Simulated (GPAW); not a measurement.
A run of GPAW 26.7.0 is set up as follows.

The input run.py:

```python
from ase.dft.bandgap import bandgap
from ase.io import write
from ase.spacegroup import crystal
from ase.units import GPa
from gpaw import GPAW, PW, setup_paths

setup_paths.insert(0, '.')

# Al 4a
# N 4d
atoms = crystal(['Al', 'N'],
                basis=[[0.0, 0.0, 0.0],
                       [0.25, 0.25, 0.75]],
                spacegroup=216, setting=1,  # F-43m
                cellpar=[4.36798712, 4.36798712, 4.36798712, 90.0, 90.0, 90.0],
                primitive_cell=True)

calc = GPAW(mode=PW(800),
            xc='PBE',
            kpts={'size': (10, 10, 10), 'gamma': True},
            occupations={'name': 'fermi-dirac', 'width': 0.05},
            setups={'Al': 'jth', 'N': 'jth'},
            nbands=-7,
            convergence={'density': 1e-05, 'energy': 1e-05},
            maxiter=150,
            txt='gpaw.txt')
atoms.calc = calc
energy = atoms.get_potential_energy()
forces = atoms.get_forces()
stress = atoms.get_stress()
calc.write('gs.gpw')
write('result.traj', atoms)
print(f'Energy: {energy:.6f} eV')
print('Forces (eV/A):')
print(forces.round(4))
print('Stress (GPa):', (stress / GPa).round(3))
print('Fermi level:', round(calc.get_fermi_level(), 4), 'eV')
print(f'Gap: {bandgap(calc)[0]:.4f} eV, direct: {bandgap(calc, direct=True)[0]:.4f} eV')

path = atoms.cell.bandpath('GXWKGLUWLK,UX', npoints=100, eps=1e-4)
bs_calc = calc.fixed_density(kpts=path, symmetry='off', nbands=-15,
                             convergence={'bands': 'CBM+6.0', 'eigenstates': 1e-6}, txt='bands.txt')
bs = bs_calc.band_structure()
bs.write('bs.json')
print(f'Gap on the path: {bandgap(bs_calc)[0]:.4f} eV')
```

Potentials or basis: JTH PAW 2.0, PBE, pw.

Run with:

```bash
$ OMP_NUM_THREADS=1 python run.py
```

Q: What does it give for the pressure?

A: 5.0 GPa.

Q: What does it give for the band gap along the path?

A: 3.30 eV, indirect (least direct gap 4.18 eV).

Levels at the corners of the path, in eV from the valence-band top:
```tsv
point	band 2	band 3	band 4	band 5	band 6
Γ	0.00	0.00	0.00	4.18	12.53
X	-4.91	-1.78	-1.78	3.30	8.60
W	-3.79	-3.44	-2.71	6.04	11.42
K	-4.27	-3.65	-1.38	5.15	10.09
Γ	0.00	0.00	0.00	4.18	12.53
L	-5.87	-0.48	-0.48	7.36	9.85
U	-4.27	-3.65	-1.38	5.15	10.09
W	-3.79	-3.44	-2.71	6.04	11.42
L	-5.87	-0.48	-0.48	7.36	9.85
K	-4.27	-3.65	-1.38	5.15	10.09
U	-4.27	-3.65	-1.38	5.15	10.09
X	-4.91	-1.78	-1.78	3.30	8.60
```

Caveat: the program truncates these outside data sets. Expect the measured gap to be larger: semilocal functionals such as PBE lack the derivative discontinuity.
